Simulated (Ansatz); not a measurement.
# In: the cost of one run

Computed with Ansatz 0.2.0 (DFT PBE+D3(BJ), scalar-relativistic, plane waves, PAW, unless a step's input says otherwise).

1 further run of the same task is left out (set aside as unsound or not needed).

## (1) Starting point

It takes space group R3m (No. 160, trigonal). The conventional cell has a = 3.153 Å, b = 3.153 Å, c = 17.990 Å, α = 90.00°, β = 90.00°, γ = 120.00°. Around Mo (site symmetry 3m) lie 6 S at 2.40 Å. Around S (site symmetry 3m) lie 3 Mo at 2.40 Å.

Structure file:

```xyz
3
Lattice="1.5765 0.9102 5.9965 -1.5765 0.9102 5.9965 0.0000 -1.8204 5.9965" Properties=species:S:1:pos:R:3 pbc="T T T"
Mo    0.0000    0.0000    0.0003
S     0.0000    0.0000   13.5562
S     0.0000    0.0000   10.4290
```

This cell was relaxed beforehand with the same method: volume 17.21 Å³/atom, gap on the mesh 0.79 eV.

## (2) The film's bulk: In

Relaxed beforehand at this level: -5598.1756 eV/atom, gap on the mesh none (metal).

```
In
1.0
    -1.60945    1.60945    2.51032
     1.60945   -1.60945    2.51032
     1.60945    1.60945   -2.51032
In
1
Direct
  0.00000 0.00000 0.00000
```

## (3) The film's bulk on the base's lattice

The (101) plane of In is fitted to the (001) plane of MoS2, a strain of -3.8 % along x and -6.8 % along y; the third vector and the atoms relax.

File input.yaml:

```yaml
crystal:
  lattice:
    - [5.4610674349, 0.0, 0.0]
    - [-2.7305337175, 4.7294231304, 0.0]
    - [-0.7954321691, -1.3777289309, 2.8925649324]
  atoms:
    - { symbol: In, position: [0.3333333333, 0.6666666667, 0.0] }
    - { symbol: In, position: [0.0, 0.0, 0.0] }
    - { symbol: In, position: [0.6666666667, 0.3333333333, 0.0] }
basis:
  ecutwfc: 420
kpoints:
  mp_grid: { grid: [9, 9, 12] }
hamiltonian:
  xc: pbe
  dispersion: d3bj
scf:
  occupations: { method: gaussian, width: 0.1 }
output:
  forces: true
  stress: true
  eigenvalues: true
relax:
  adjacent_minimum: "off"
  f_tol: 0.01
  max_steps: 50
  cell: { fix: [a, b, gamma], stress_tol: 0.1 }
```

Command:

```bash
$ ansatz run input.yaml --threads 8 --pin off --max-ram 20480MiB --backend cpu --events-out ev --progress --plain --runs-dir out
```

**Question.** How long does this run take on 8 threads of Intel Xeon Platinum 8488C (Sapphire Rapids), shared host, and how much memory does it need?

About 16 s, with a peak of 0.79 GiB.
